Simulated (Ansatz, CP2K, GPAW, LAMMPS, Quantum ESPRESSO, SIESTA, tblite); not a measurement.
**SIESTA on free surface of aqueous Ca2+ and SO4 2-, 6.5 mol of salt per kg of water at 360 K (189 atoms): settings against a plane-wave reference**

Aim: run free surface of aqueous Ca2+ and SO4 2-, 6.5 mol of salt per kg of water at 360 K (189 atoms) in SIESTA and see how near its forces come to a plane-wave reference, and at what cost.

Program: SIESTA 5.4.2. Level of theory: the method is named at each step. Results are calculated unless marked as measured.

## (1) The starting structure

The cell holds 189 atoms: 75 O, 6 S, 102 H and 6 Ca. Its edges and angles: a = 10.669 Å, b = 10.669 Å, c = 25.709 Å, α = 90.0°, β = 90.0°, γ = 90.0°. 51 H2O, 6 Ca2+, 6 SO4 2- placed at random, at 1.85 g/cm³, as a film with 12 Å of vacuum; overlaps pushed apart, then 10 ps at 400 K with divalent ions of Li, Roberts, Chakravorty and Merz (J. Chem. Theory Comput. 9, 2733 (2013)); MMFF94 bonds, angles, torsions, charges and radii (Halgren, J. Comput. Chem. 17, 490 (1996)) in harmonic and 12-6 forms; SPC/E water (Berendsen, Grigera and Straatsma, J. Phys. Chem. 91, 6269 (1987)); charges of ions scaled by 0.85. Snapshot after 20 ps at 360 K and fixed volume. Vacuum lies along c.

The yardstick, on the same geometry:

| Item | Value |
| --- | --- |
| method | Kohn-Sham DFT, PBE, PAW, plane waves (Ansatz 0.2.0); cutoff 420 eV, Γ point, fermi-dirac smearing of 0.05 eV; PAW set soft_2 |
| r.m.s. force component | 0.9682 eV/Å |
| longest force | 6.991 eV/Å |
| gap (highest filled to lowest empty level) | 4.012 eV |
| SCF cycles | 9 |
| time | 74 s on 4 threads of Arm Neoverse V1, shared host |
| CPU time | 4.7 min |

## (2) PBE, DZP, shift 0.01 Ry, mesh 500 Ry

Method: Kohn-Sham DFT, PBE, PseudoDojo 0.4.1 norm-conserving pseudopotentials (converted to PSML), numerical atomic orbitals (DZP), diagonalisation.

The .psml files are PseudoDojo norm-conserving potentials that we converted to this format, checked against plane waves on the same files for H, C, O, Si, Ge and Ca alone.

input.fdf reads:

```
SystemLabel cell
NumberOfAtoms 189
NumberOfSpecies 4
%block ChemicalSpeciesLabel
  1 8 O
  2 16 S
  3 1 H
  4 20 Ca
%endblock ChemicalSpeciesLabel
LatticeConstant 1.0 Ang
%block LatticeVectors
  10.66860 0.00000 0.00000
  0.00000 10.66860 0.00000
  0.00000 0.00000 25.70910
%endblock LatticeVectors
PAO.BasisSize DZP
PAO.EnergyShift 0.01 Ry
XC.Functional GGA
XC.Authors PBE
MeshCutoff 500 Ry
%block kgrid_Monkhorst_Pack
  1 0 0 0.0
  0 1 0 0.0
  0 0 1 0.0
%endblock kgrid_Monkhorst_Pack
SolutionMethod diagon
OccupationFunction FD
ElectronicTemperature 580 K
SCF.Mixer.Method Pulay
SCF.Mixer.Weight 0.15
SCF.Mixer.History 8
SCF.Mix Hamiltonian
MaxSCFIterations 300
SCF.DM.Tolerance 1e-04
SCF.H.Tolerance 1.0e-3 eV
WriteForces T
Write.HirshfeldPop T
Write.VoronoiPop T
Write.DM F
Write.H F
XML.Write F
AtomicCoordinatesFormat Fractional
%block AtomicCoordinatesAndAtomicSpecies
  0.79906 0.98003 0.43675 1
  0.81117 0.91651 0.48782 2
  0.77516 0.99744 0.52861 1
  0.73518 0.80646 0.49216 1
  0.93681 0.87090 0.49408 1
  0.77744 0.76646 0.30890 1
  0.70379 0.65387 0.30459 2
  0.69182 0.59554 0.35568 1
  0.58093 0.67866 0.28308 1
  0.76386 0.56534 0.27286 1
  0.86841 0.21778 0.70883 1
  0.98474 0.22759 0.68190 2
  0.01927 0.10545 0.65797 1
  0.97980 0.32579 0.64597 1
  0.08468 0.25453 0.71841 1
  0.37764 0.44528 0.48082 1
  0.48516 0.46727 0.51381 2
  0.57712 0.54177 0.48534 1
  0.43857 0.53044 0.56144 1
  0.53939 0.35360 0.53312 1
  0.89548 0.12443 0.26736 1
  0.01706 0.13398 0.29060 2
  0.11395 0.17641 0.25602 1
  0.02250 0.22650 0.32982 1
  0.05913 0.02641 0.31888 1
  0.48367 0.27606 0.27790 1
  0.43444 0.29182 0.32912 2
  0.49541 0.19647 0.36051 1
  0.46936 0.41319 0.34947 1
  0.29989 0.26512 0.33281 1
  0.09389 0.53956 0.65899 1
  0.18668 0.52912 0.65562 3
  0.05165 0.45749 0.65222 3
  0.92547 0.20331 0.43341 1
  0.88789 0.11832 0.43850 3
  0.88321 0.26466 0.45701 3
  0.50416 0.95086 0.26764 1
  0.42278 0.96839 0.24977 3
  0.51838 0.85828 0.26908 3
  0.05988 0.72709 0.56450 1
  0.15127 0.72348 0.55599 3
  0.01583 0.78082 0.53839 3
  0.08217 0.73603 0.38670 1
  0.07036 0.80953 0.36306 3
  0.99938 0.71072 0.40161 3
  0.84943 0.65819 0.42784 1
  0.78723 0.63568 0.40028 3
  0.80484 0.69715 0.45799 3
  0.28687 0.11920 0.72622 1
  0.22029 0.18256 0.71860 3
  0.25762 0.06202 0.75455 3
  0.16451 0.07035 0.58141 1
  0.24552 0.11710 0.58393 3
  0.11600 0.08144 0.61437 3
  0.65522 0.39887 0.22295 1
  0.69422 0.46508 0.24522 3
[... 129 atom lines left out ...]
  0.67196 0.14458 0.28062 4
  0.48582 0.59020 0.39823 4
  0.15832 0.13058 0.39630 4
  0.68676 0.20125 0.55172 4
%endblock AtomicCoordinatesAndAtomicSpecies
```

Command:

```sh
> OMP_NUM_THREADS=1 mpirun -np 4 siesta < input.fdf > output.txt
```

Output:

```text
Version         : 5.4.2
reinit: System Name:
reinit: System Label: cell
initatom: Reading input for the pseudopotentials and atomic orbitals ----------
Species number:   1 Atomic number:    8 Label: O
Species number:   2 Atomic number:   16 Label: S
Species number:   3 Atomic number:    1 Label: H
Species number:   4 Atomic number:   20 Label: Ca
Ground state valence configuration (from tables):   2s02  2p04  3d00  4f00
Ground state valence configuration (from tables):   3s02  3p04  3d00  4f00
Ground state valence configuration (from tables):   1s01  2p00  3d00  4f00
Ground state valence configuration (from tables):   4s02  4p00  3d00  4f00
---- Processing specs for species: O
GGA--PBE XC_GGA_X_PBE--XC_GGA_C_PBE pb
---- Processing specs for species: S
GGA--PBE XC_GGA_X_PBE--XC_GGA_C_PBE pb
---- Processing specs for species: H
GGA--PBE XC_GGA_X_PBE--XC_GGA_C_PBE pb
---- Processing specs for species: Ca
GGA--PBE XC_GGA_X_PBE--XC_GGA_C_PBE pb
Semicore shell(s) with  8 electrons included in the valence for Ca
Semicore shell(s): 3s 3p
Fallback to non-perturbative polarization scheme for Ca
Please see the manual if this is not desired in principle
O pseudopotential only contains V_ls up to l=2 -- lmxkb reset.
S pseudopotential only contains V_ls up to l=2 -- lmxkb reset.
H pseudopotential only contains V_ls up to l=1 -- lmxkb reset.
Using PAO.SplitTailNorm
%block ChemicalSpeciesLabel
    1    8 O                       # Species index, atomic number, species label
    2   16 S                       # Species index, atomic number, species label
    3    1 H                       # Species index, atomic number, species label
    4   20 Ca                      # Species index, atomic number, species label
%endblock ChemicalSpeciesLabel
%block PAO.Basis                 # Define Basis set
O                     2                    # Species label, number of l-shells
 n=2   0   2                         # n, l, Nzeta
   3.532      2.299
   1.000      1.000
[... lines left out ...]
Total number of electrons:   648.000000
[... lines left out ...]
outcell: Cell angles (23,13,12) (deg):     90.0000     90.0000     90.0000
outcell: Cell volume (Ang**3)        :   2926.1847
Gamma-point calculation with multiply-connected orbital pairs
Gamma-point calculation with multiply-connected orbital pairs
Folding of H and S implicitly performed
Folding of H and S implicitly performed
new_DM -- step:     1
Initializing Density Matrix...
Attempting to read DM from file... Failed...
DM filled with atomic data:
InitMesh: MESH = 144 x 144 x 360 = 7464960
InitMesh: Mesh cutoff (required, used) =   500.000   503.515 Ry
stepf: Fermi-Dirac step function
        iscf     Eharris(eV)        E_KS(eV)     FreeEng(eV)     dDmax    Ef(eV) dHmax(eV)
   scf:    1   -43346.738302   -43420.805627   -43420.805627  1.861523 -5.691582  9.079352
   scf:    2   -43495.123992   -43460.878510   -43460.878510  0.076591 -6.132103  5.793018
   scf:    3   -43491.751879   -43485.699338   -43485.699338  0.132023 -4.246274  1.272439
[...]
scf:   10   -43486.220345   -43486.220332   -43486.220332  0.000173 -3.392366  0.001731
   scf:   11   -43486.220333   -43486.220333   -43486.220333  0.000053 -3.391527  0.000497
SCF Convergence by DM+H criterion
max |DM_out - DM_in|         :     0.0000527024
max |H_out - H_in|      (eV) :     0.0004966938
SCF cycle converged after 11 iterations
Using DM_out to compute the final energy and forces
siesta: E_KS(eV) =           -43486.2203
siesta: E_KS - E_eggbox =    -43486.2203
siesta: Atomic forces (eV/Ang):
     1    0.133984    0.158552   -0.750219
     2    1.382598    0.175551   -2.260369
     3   -1.346297    3.941039    3.868043
[...]
188   -0.189833    0.425466    0.553283
   189    0.638480    0.158453   -0.113212
----------------------------------------
   Tot   -0.005517   -0.013357    0.023788
----------------------------------------
   Max    6.409453
   Res    1.069040    sqrt( Sum f_i^2 / 3N )
----------------------------------------
   Max    6.409453    constrained
Stress tensor Voigt[x,y,z,yz,xz,xy] (kbar):      -20.75      -14.64      -16.76       -5.48        0.77        0.45
(Free)E + p*V (eV/cell)   -43454.4740
Target enthalpy (eV/cell)   -43486.2203
siesta: Program's energy decomposition (eV):
siesta: Ebs     =     -9843.179396
siesta: Eions   =     65527.765322
siesta: Ena     =     11016.023773
siesta: Ekin    =     27292.243924
siesta: Enl     =     -4892.728104
siesta: DEna    =      -119.992711
siesta: DUscf   =        44.479207
siesta: Ex      =    -10556.397786
siesta: Ec      =      -742.083313
siesta: Exc     =    -11298.481099
siesta: Eharris =    -43486.220333
siesta: Etot    =    -43486.220333
siesta: FreeEng =    -43486.220333
siesta: Final energy (eV):
siesta:  Band Struct. =   -9843.179396
siesta:       Kinetic =   27292.243924
siesta:       Hartree =  128263.815808
siesta:         Exch. =  -10556.397786
siesta:         Corr. =    -742.083313
siesta:   Exch.-corr. =  -11298.481099
siesta:  Ion-electron = -281139.948839
siesta:       Ion-ion =   93396.149872
siesta:         Total =  -43486.220333
siesta:         Fermi =      -3.391527
siesta: Stress tensor (static) (eV/Ang**3):
siesta:    -0.012948    0.000282    0.000481
siesta:     0.000282   -0.009140   -0.003423
siesta:     0.000481   -0.003423   -0.010459
siesta: Cell volume =       2926.184720 Ang**3
siesta: Pressure (static):
siesta:                Solid            Molecule  Units
siesta:           0.00011816          0.00004086  Ry/Bohr**3
siesta:           0.01084904          0.00375114  eV/Ang**3
siesta:          17.38207430          6.00999021  kBar
    Orbital volume contribution        =          49.358542 eV
    (Free)E + p_basis*V_orbitals       =      -43436.861791 eV
    (Free)Eharris+ p_basis*V_orbitals  =      -43436.861791 eV
siesta: Electric dipole (a.u.)  =   -0.000000    0.000000    0.660257
siesta: Electric dipole (Debye) =   -0.000000    0.000000    1.678205
Hirshfeld Atomic Populations:
Atom #   charge [q] valence [e]  Species
     1    -0.139956    6.139956  O
     2     0.470208    5.529792  S
     3    -0.188239    6.188239  O
     4    -0.146192    6.146192  O
[...]
7     0.457991    5.542009  S
[...]
12     0.455726    5.544274  S
[...]
32     0.059666    0.940334  H
    33     0.058026    0.941974  H
[...]
35     0.070524    0.929476  H
[...]
184     0.467932    9.532068  Ca
   185     0.514856    9.485144  Ca
   186     0.470679    9.529321  Ca
[...]
--------------------
 Total     0.000003
Voronoi Atomic Populations:
Atom #   charge [q] valence [e]  Species
[...]
22     0.562333    5.437667  S
[...]
27     0.568177    5.431823  S
[...]
178    -0.148839    6.148839  O
[...]
181    -0.171047    6.171047  O
   182     0.125133    0.874867  H
   183     0.103320    0.896680  H
[...]
188     0.375030    9.624970  Ca
   189     0.354393    9.645607  Ca
--------------------
 Total     0.000003
```

It took 88 s on 4 MPI ranks of Arm Neoverse V1, shared host; peak memory 3.2 GiB.

Banners, paths, timers and routine set-up lines are dropped from the logs unmarked, and long logs keep their key lines alone; longer cuts are marked.

Compared with the plane-wave run:

```yaml
r_m_s_force_component: 1.069 eV/Å
r_m_s_difference_of_force_components: 272.6 meV/Å
longest_difference_of_force_vectors: 1174 meV/Å
force_difference_over_r_m_s_force: 28.16 %
slope_of_forces_against_the_reference_s: 1.07
correlation_of_force_components: 0.969
spacing_of_highest_filled_and_lowest_empty_level: 4.436 eV
gap_difference: 0.4241 eV
```

This run lies far from the reference in forces at the same functional.

Length of the force difference by element (eV/Å):

```
element  atoms  mean  most
     Ca      6  0.25  0.32
      H    102  0.38  0.56
      O     75  0.52   1.2
      S      6  0.24  0.42
```

Levels nearest the highest filled one (eV from it): -0.68, -0.63, -0.60, -0.54, -0.49, -0.49, -0.43, -0.39, -0.36, -0.15, -0.11, 0.00, 4.44, 4.72, 5.23, 5.58, 5.72, 5.83, 6.01, 6.16, 6.27, 6.34, 6.37, 6.46.

A closer look about O24, which bears the longest force: 13 atoms, nearest first, numbered in the order of the input, with positions taken from that point.

```
 atom      x      y      z  distance (Å)  bonds  Hirshfeld charge (e)     Fx     Fy  Fz (eV/Å)
  O24   0.00   0.00   0.00          0.00      3                 -0.25  -0.97   6.14       5.29
  S22  -0.06  -0.99  -1.01          1.41      4                  0.42  -0.05   0.42      -0.39
  O25   0.39  -2.13  -0.28          2.19      2                 -0.23   1.05  -6.41       1.63
  O23   0.98  -0.53  -1.90          2.20      2                 -0.26   3.20   0.40      -4.99
  O21  -1.36  -1.09  -1.61          2.37      2                 -0.21  -2.72  -0.64      -1.92
Ca188   1.45  -1.02   1.71          2.46      8                  0.52  -0.19   0.43       0.55
 H114  -2.16   0.86   0.92          2.51      1                  0.11  -0.36   0.01      -0.52
Ca185   1.24   1.77  -1.36          2.56      7                  0.51   0.18  -0.09       0.66
  O34  -1.04  -0.25   2.66          2.87      3                 -0.21   0.29   0.11      -0.19
 H129   0.79   2.28   1.72          2.96      1                  0.09   0.39   0.21      -0.03
  O30   2.96   0.41   0.08          2.99      3                 -0.24  -3.07   0.47      -0.62
 O112  -2.83   0.99   0.19          3.00      3                 -0.19   0.12   0.46      -0.10
 O127   0.98   2.79   0.88          3.09      3                 -0.22  -0.10   0.06      -0.56
```

Forces lie 28 % from the reference's, at 1.2 times its CPU time.

## (3) PBE, SZ, shift 0.02 Ry, mesh 500 Ry

Method: Kohn-Sham DFT, PBE, PseudoDojo 0.4.1 norm-conserving pseudopotentials (converted to PSML), numerical atomic orbitals (SZ), diagonalisation.

Changes to input.fdf since step 2:

```diff
@@ -15,4 +15,4 @@
 %endblock LatticeVectors
-PAO.BasisSize DZP
-PAO.EnergyShift 0.01 Ry
+PAO.BasisSize SZ
+PAO.EnergyShift 0.02 Ry
 XC.Functional GGA
```

Command:

```sh
> OMP_NUM_THREADS=1 siesta < input.fdf > output.txt
```

Output:

```text
Version         : 5.4.2
reinit: System Name:
reinit: System Label: cell
initatom: Reading input for the pseudopotentials and atomic orbitals ----------
Species number:   1 Atomic number:    8 Label: O
Species number:   2 Atomic number:   16 Label: S
Species number:   3 Atomic number:    1 Label: H
Species number:   4 Atomic number:   20 Label: Ca
Ground state valence configuration (from tables):   2s02  2p04  3d00  4f00
Ground state valence configuration (from tables):   3s02  3p04  3d00  4f00
Ground state valence configuration (from tables):   1s01  2p00  3d00  4f00
Ground state valence configuration (from tables):   4s02  4p00  3d00  4f00
---- Processing specs for species: O
GGA--PBE XC_GGA_X_PBE--XC_GGA_C_PBE pb
---- Processing specs for species: S
[... lines left out ...]
stepf: Fermi-Dirac step function
        iscf     Eharris(eV)        E_KS(eV)     FreeEng(eV)     dDmax    Ef(eV) dHmax(eV)
[... lines left out ...]
SCF Convergence by DM+H criterion
[... lines left out ...]
SCF cycle converged after 12 iterations
[... lines left out ...]
   Max   18.117961
[... lines left out ...]
   Max   18.117961    constrained
Stress tensor Voigt[x,y,z,yz,xz,xy] (kbar):     -133.06     -139.45     -128.45       -0.71       -0.66       -0.81
[... lines left out ...]
siesta: FreeEng =    -43130.912084
[... lines left out ...]
siesta:         Fermi =      -0.743585
siesta: Stress tensor (static) (eV/Ang**3):
siesta:    -0.083049   -0.000503   -0.000413
siesta:    -0.000503   -0.087037   -0.000440
siesta:    -0.000413   -0.000440   -0.080173
siesta: Cell volume =       2926.184720 Ang**3
siesta: Pressure (static):
siesta:                Solid            Molecule  Units
siesta:           0.00090856          0.00059914  Ry/Bohr**3
siesta:           0.08341976          0.05501073  eV/Ang**3
siesta:         133.65319219         88.13690696  kBar
    Orbital volume contribution        =          16.804634 eV
    (Free)E + p_basis*V_orbitals       =      -43114.107450 eV
    (Free)Eharris+ p_basis*V_orbitals  =      -43114.107450 eV
siesta: Electric dipole (a.u.)  =    0.000000    0.000000    1.609275
siesta: Electric dipole (Debye) =    0.000000    0.000000    4.090369
Hirshfeld Atomic Populations:
Atom #   charge [q] valence [e]  Species
     1    -0.260043    6.260043  O
     2     0.844385    5.155615  S
     3    -0.289324    6.289324  O
     4    -0.262271    6.262271  O
[...]
7     0.846383    5.153617  S
[...]
12     0.838876    5.161124  S
[...]
32     0.074848    0.925152  H
    33     0.069812    0.930188  H
[...]
35     0.082956    0.917044  H
[...]
184     0.625901    9.374099  Ca
   185     0.681227    9.318773  Ca
   186     0.627674    9.372326  Ca
[...]
--------------------
 Total     0.000005
Voronoi Atomic Populations:
Atom #   charge [q] valence [e]  Species
[...]
22     0.841987    5.158013  S
[...]
27     0.836044    5.163956  S
[...]
178    -0.247779    6.247779  O
[...]
181    -0.272699    6.272699  O
   182     0.172681    0.827319  H
   183     0.159699    0.840301  H
[...]
188     0.415229    9.584771  Ca
   189     0.397146    9.602854  Ca
--------------------
 Total     0.000005
```

Wall time 2 min (1 thread); peak memory 1.2 GiB.

Against the reference:

| Item | Value |
| --- | --- |
| r.m.s. force component | 4.233 eV/Å |
| r.m.s. difference of force components | 3815 meV/Å |
| longest difference of force vectors | 15570 meV/Å |
| force difference over r.m.s. force | 394.1 % |
| slope of forces against the reference's | 2.292 |
| correlation of force components | 0.5244 |
| gap (highest filled to lowest empty level) | 3.508 eV |
| gap difference | -0.5042 eV |

This is a coarse setting, run to see what it loses.

Against the first run (28 %), the force difference from the reference is 394 %, at 0.34 times the CPU time (on 1 against 4 cores).

## (4) VdW-DF, PBE potentials, DZP, shift 0.01 Ry, mesh 500 Ry

Method: Kohn-Sham DFT, vdW-DF, PseudoDojo 0.4.1 norm-conserving pseudopotentials (converted to PSML), numerical atomic orbitals (DZP), diagonalisation.

Changes to input.fdf since step 3:

```diff
@@ -15,6 +15,6 @@
 %endblock LatticeVectors
-PAO.BasisSize SZ
-PAO.EnergyShift 0.02 Ry
-XC.Functional GGA
-XC.Authors PBE
+PAO.BasisSize DZP
+PAO.EnergyShift 0.01 Ry
+XC.Functional VDW
+XC.Authors DRSLL
 MeshCutoff 500 Ry
```

Command:

```sh
> OMP_NUM_THREADS=1 mpirun -np 4 siesta < input.fdf > output.txt
```

Output:

```text
Version         : 5.4.2
reinit: System Name:
reinit: System Label: cell
initatom: Reading input for the pseudopotentials and atomic orbitals ----------
Species number:   1 Atomic number:    8 Label: O
Species number:   2 Atomic number:   16 Label: S
Species number:   3 Atomic number:    1 Label: H
Species number:   4 Atomic number:   20 Label: Ca
Ground state valence configuration (from tables):   2s02  2p04  3d00  4f00
Ground state valence configuration (from tables):   3s02  3p04  3d00  4f00
[... lines left out ...]
SCF Convergence by DM+H criterion
[... lines left out ...]
SCF cycle converged after 11 iterations
[... lines left out ...]
   Max    6.605105
[... lines left out ...]
   Max    6.605105    constrained
Stress tensor Voigt[x,y,z,yz,xz,xy] (kbar):      -28.41      -20.61      -23.57       -5.61        0.25        0.27
[... lines left out ...]
siesta: FreeEng =    -43795.493904
[... lines left out ...]
siesta:         Fermi =      -3.802274
[... lines left out ...]
siesta:          24.19644676         10.00698498  kBar
[... lines left out ...]
    (Free)E + p_basis*V_orbitals       =      -43746.420014 eV
    (Free)Eharris+ p_basis*V_orbitals  =      -43746.420014 eV
siesta: Electric dipole (a.u.)  =   -0.000000    0.000000    0.593148
siesta: Electric dipole (Debye) =   -0.000000    0.000000    1.507632
Hirshfeld Atomic Populations:
Atom #   charge [q] valence [e]  Species
     1    -0.153594    6.153594  O
     2     0.487010    5.512990  S
     3    -0.199792    6.199792  O
     4    -0.158123    6.158123  O
[...]
7     0.474555    5.525445  S
[...]
12     0.471960    5.528040  S
[...]
32     0.061936    0.938064  H
    33     0.059675    0.940325  H
[...]
35     0.072751    0.927249  H
[...]
184     0.480778    9.519222  Ca
   185     0.523387    9.476613  Ca
   186     0.485098    9.514902  Ca
[...]
--------------------
 Total     0.000014
Voronoi Atomic Populations:
Atom #   charge [q] valence [e]  Species
[...]
22     0.585660    5.414340  S
[...]
27     0.592697    5.407303  S
[...]
178    -0.149974    6.149974  O
[...]
181    -0.170244    6.170244  O
   182     0.121067    0.878933  H
   183     0.104414    0.895586  H
[...]
188     0.392412    9.607588  Ca
   189     0.371486    9.628514  Ca
--------------------
 Total     0.000014
```

Run time: 7.5 min. Hardware: 4 MPI ranks; peak memory 5.6 GiB.

Against the reference:

```yaml
r_m_s_force_component: 1.117 eV/Å
r_m_s_difference_of_force_components: 272.5 meV/Å
longest_difference_of_force_vectors: 1525 meV/Å
force_difference_over_r_m_s_force: 28.14 %
slope_of_forces_against_the_reference_s: 1.126
correlation_of_force_components: 0.976
spacing_of_highest_filled_and_lowest_empty_level: 4.463 eV
gap_difference: 0.4512 eV
```

Against the first run (28 %), the force difference from the reference is 28 %, at 5.1 times the CPU time; the model has changed, so this is no error of the program alone.

[end of part 1 of 2]

[Also dropped from logs without a mark: logging warnings of Python, and SIESTA's first energy breakdown and zero terms.]

[Logs are printed without paths, hosts, clocks, repeated set-up lines and the standing remarks that a program may print on its own settings, such as how far it seeks lower states.]

[Hosts, paths, dates, database ids (printed as entryN), source tags and the programs' standing remarks are cut or masked in the printed files.]

[The MMFF94 radii named for the starting cell were scaled by 0.96; in molecules described by MMFF94, hydrogen bound to N, O or S took a small fixed 12-6 site in their place.]
